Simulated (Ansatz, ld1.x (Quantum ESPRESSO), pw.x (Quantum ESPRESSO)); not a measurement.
**cadmium (Cd): does the PAW potential hold in the solid?**

```json
{
 "Element": "Cd (Z = 48)",
 "Generator": "ld1.x (Quantum ESPRESSO) 7.5",
 "Type": "PAW",
 "Functional": "PBE",
 "Relativity": "scalar-relativistic",
 "Frozen core": "[Ar] 3d10",
 "Valence charge": "20",
 "Reference configuration": "4s2 4p6 4d10 5s1.75 5p0.25",
 "Partial waves": "4s (bound): rcut 1.15, rcutus 1.40 bohr; 5s (bound): rcut 1.15, rcutus 1.40 bohr; 4p (bound): rcut 1.08, rcutus 1.14 bohr; 5p (bound): rcut 1.08, rcutus 1.14 bohr; 4d (bound): rcut 1.75, rcutus 2.10 bohr; 4d channel at -0.6 Ry: rcut 1.75, rcutus 2.10 bohr",
 "Local potential": "all-electron potential smoothed inside 1.90 bohr (lloc = -1)",
 "Core correction": "a·sin(br)/r model core inside 0.85 bohr",
 "Augmentation charge": "PSQ, inside the norm-conserving radii"
}
```

Crystal test: bcc Cd in pw.x 7.5, no spin, 13³ k-points, Fermi–Dirac smearing 0.01 Ry, cutoffs 145/900 Ry. The reference is all-electron LAPW (Ansatz 0.2.0) with the same functional, mesh and smearing; V0 and B0 come from Birch–Murnaghan fits to the pressures at five volumes. Errors are pseudo minus all-electron; Δ is the rms difference of the E(V) curves that follow from these fits, minima aligned, over ±6 % about the mean V0. Mesh and smearing are coarse, so the numbers serve the comparison and aren't converged zero-temperature values; the lattice is a test structure that the element need not adopt.

| V (Å³/atom) | P all-electron (GPa) | P pseudo (GPa) |
| --- | --- | --- |
| 22.321 | 2.01 | 2.07 |
| 22.909 | 0.82 | 0.88 |
| 23.496 | -0.18 | -0.12 |
| 24.083 | -1.00 | -0.95 |
| 24.671 | -1.68 | -1.64 |

All-electron: a0 = 3.603 Å (V0 = 23.38 Å³/atom), B0 = 37.4 GPa.

Pseudopotential: mean pressure error (GPa): +0.05; a0 (Å): 3.605; a0 error (%): +0.05; B0 error (%): -0.6; Δ (meV/atom): 0.3. Atomic configuration tests: test run stopped at test 4 of 7 (negative rho).

Question: At the middle volume, how do free energy and pressure move when the wave cutoff is lowered (ecutrho held at 900 Ry)?

Answer:

```json
{"cutoff (Ry)": "65", "shift of F (meV/atom)": "+67.8", "shift of P (GPa)": "-2.08"}
{"cutoff (Ry)": "87", "shift of F (meV/atom)": "+38.8", "shift of P (GPa)": "-0.42"}
{"cutoff (Ry)": "116", "shift of F (meV/atom)": "+4.5", "shift of P (GPa)": "-0.28"}
```

The run at the middle volume (84 k-points, 9 iterations) took about 88 s on one core of a shared host (Neoverse-V2, 32 threads, 247 GiB, load 17).
